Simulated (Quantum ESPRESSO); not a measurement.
B:

```
CELL_PARAMETERS angstrom
2.34611 0.00000 0.00000
0.00000 2.34611 0.00000
0.00000 0.00000 1.58579
ATOMIC_POSITIONS crystal
B 0.50000 0.50000 0.50000
```

The cell was built by a generator and needn't be a form met in nature.

```yaml
Program: Quantum ESPRESSO 7.5
Task: single point
Functional: PBE
Potentials_or_basis: SSSP 1.3 efficiency PBE
Cutoff: 748 eV
Density_cutoff: 5987 eV
k_mesh: 11 × 11 × 16
Occupations: fermi-dirac, width 0.05 eV
Spin: no spin polarisation
```

On this cell: pressure -0.9 GPa; band gap on the k mesh none (metal or under the smearing width).

The same run follows on a disturbed copy (cell strained at random at fixed volume):

```
B
1.0
     2.34935   -0.01019    0.01540
    -0.01019    2.33466    0.04230
     0.01041    0.02859    1.59198
B
1
Cartesian
  1.1810 1.2070 0.8300
```

Task: What does the disturbed cell give?

Result: The energy (extrapolated to zero smearing) moves by -2.8 meV/atom; pressure -2.4 GPa; band gap on the k mesh none (metal or under the smearing width).

Stress tensor (GPa, compression positive):
```
-1.18  0.55  1.34
 0.55 -0.19  2.22
 1.34  2.22 -5.70
```

The energy falls, though the first cell shows no forces: that form is unstable against this distortion, unless noise or another electronic state is at work.
